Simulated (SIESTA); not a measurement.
## Nb under changes of volume

One of the cells (18.428 Å³/atom); the others are scaled copies at fixed shape and fractional positions:

```
CELL_PARAMETERS angstrom
-1.66395 1.66395 1.66395
1.66395 -1.66395 1.66395
1.66395 1.66395 -1.66395
ATOMIC_POSITIONS crystal
Nb 0.00000 0.00000 0.00000
```

- Program: SIESTA 5.4.2
- Functional: PBEsol
- Potentials or basis: PseudoDojo 0.4 standard (PBEsol files)
- Basis: DZP (energy shift 0.003 Ry; two zetas on semicore shells)
- Grid cutoff: 800 Ry
- Energy shift: 0.003 Ry
- k mesh: 11 × 11 × 11
- Occupations: fermi-dirac, width 0.05 eV
- Spin: no spin polarisation

| volume (Å³/atom) | energy over the lowest point (meV/atom) | pressure (GPa) |
| --- | --- | --- |
| 17.322 | 6.40 | 4.9 |
| 17.691 | 0.00 | 0.7 |
| 18.060 | 2.60 | -3.0 |
| 18.428 | 13.48 | -6.4 |
| 18.797 | ? | ? |
| 19.165 | 56.86 | -12.3 |
| 19.534 | 88.18 | -14.8 |

Task: What does the run at 18.797 Å³/atom give?

Result: Energy over the lowest point 31.75 meV/atom; pressure -9.5 GPa.

Worked out: A Birch-Murnaghan fit of order 3 (a polynomial in V^(-2/3)) to the other rows has its minimum at 17.76 Å³/atom with B0 = V·E''(V) = 186 GPa and B' = 3.6. It gives 31.80 meV/atom at 18.797 Å³/atom, against the run's 31.75, and -dE/dV = -9.5 GPa, against -9.5.

Energies are extrapolated to zero smearing.

Caveats: the basis of atomic orbitals isn't converged, which shifts pressures, moduli and gaps.
